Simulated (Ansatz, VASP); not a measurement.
## Al4As: VASP beside Ansatz

```
Al As
1.0
     3.88602    0.00000    0.00000
     0.00000    3.88602    0.00000
     0.00000    0.00000    6.69477
Al As
4 1
Direct
  0.50000 0.00000 0.29572
  0.00000 0.50000 0.70428
  0.50000 0.00000 0.70428
  0.00000 0.50000 0.29572
  0.00000 0.00000 0.00000
```

Change from the starting cell: ordered vacancies on the anion sites of antifluorite (P4/mmm, No. 123).

Alike in both runs: functional PBE; k mesh 10 × 10 × 6; occupations gaussian, width 0.1 eV; no spin polarisation.

Ansatz relaxed the structure, and its values are those at the end. VASP's run is a single point on that final structure, the one shown.

|  | VASP | Ansatz |
| --- | --- | --- |
| version | VASP 6.6.1 | Ansatz 0.2.0 |
| potentials or method | VASP PAW PBE potentials, release 64 (Al, As) | scalar-relativistic, plane waves, PAW |
| plane-wave cutoff (eV) | 520 | 420 |
| valence electrons in the cell | 17 | 27 |

```tsv
	VASP	Ansatz	Ansatz less VASP
gap on the k mesh at the Fermi level (eV)	none	none	-
pressure (GPa)	0.0	0.0	-0.03
rms of the force components (eV/Å)	0.004	0.000	-0.0031
```

A gap of «none» marks a metal or a gap that the smearing closes. The two sets of potentials don't hold the same shells in valence.
